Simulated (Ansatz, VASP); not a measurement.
# BP in VASP and in Ansatz

The input INCAR:

```
ALGO = Normal ; EDIFF = 1E-6
ENCUT = 520 ; GGA = PE
ISIF = 2 ; ISMEAR = 0
LASPH = True ; LCHARG = True
LELF = True ; LREAL = False
LVHAR = True ; LWAVE = False
NBANDS = 11 ; NELM = 80
PREC = Accurate ; SIGMA = 0.05
```

File KPOINTS:

```
k-points
0
Gamma
  10 10 10
```

The input POSCAR:

```
BP
1.0
    0.0000000000      2.3423764231      2.3082641451
    2.3423764231      0.0000000000      2.3082641451
    2.3423764231      2.3423764231      0.0000000000
B P
1 1
Direct
    0.0000000000      0.0000000000      0.0000000000
    0.7500000000      0.7500000000      0.7500000000
```

Input for Ansatz:

```yaml
crystal:
  lattice:
    - [0.0, 2.3423764231, 2.3082641451]
    - [2.3423764231, 0.0, 2.3082641451]
    - [2.3423764231, 2.3423764231, 0.0]
  atoms:
    - { symbol: B, position: [0.0, 0.0, 0.0] }
    - { symbol: P, position: [0.75, 0.75, 0.75] }
basis:
  ecutwfc: 420
kpoints:
  mp_grid: { grid: [10, 10, 10] }
hamiltonian:
  xc: pbe
scf:
  occupations: { method: gaussian, width: 0.05 }
output:
  forces: true
  stress: true
  eigenvalues: true
```

Change from the starting cell: strain +0.030 along x and y, +0.015 along z, atoms carried along.

Alike in both runs: task single point; functional PBE; k mesh 10 × 10 × 10; occupations gaussian, width 0.05 eV; no spin polarisation.

|  | VASP | Ansatz |
| --- | --- | --- |
| version | VASP 6.6.1 | Ansatz 0.2.0 |
| potentials or method | VASP PAW PBE potentials, release 64 (B, P) | scalar-relativistic, plane waves, PAW |
| plane-wave cutoff (eV) | 520 | 420 |
| valence electrons in the cell | 8 | 8 |

VASP gave:

| Property | Result |
| --- | --- |
| gap on the k mesh at the Fermi level (eV) | 1.13 |
| least direct gap on the mesh (eV) | 3.15 |
| pressure (GPa) | -10.6 |
| largest component of the traceless stress (GPa) | 2.39 |

Estimate Ansatz's values.

gap on the k mesh at the Fermi level (eV): 1.14; least direct gap on the mesh (eV): 3.15; pressure (GPa): -10.4; largest component of the traceless stress (GPa): 2.39.

The functional is the same, so the differences come from potentials, cutoffs and numerics.

A k mesh can miss the band edges.
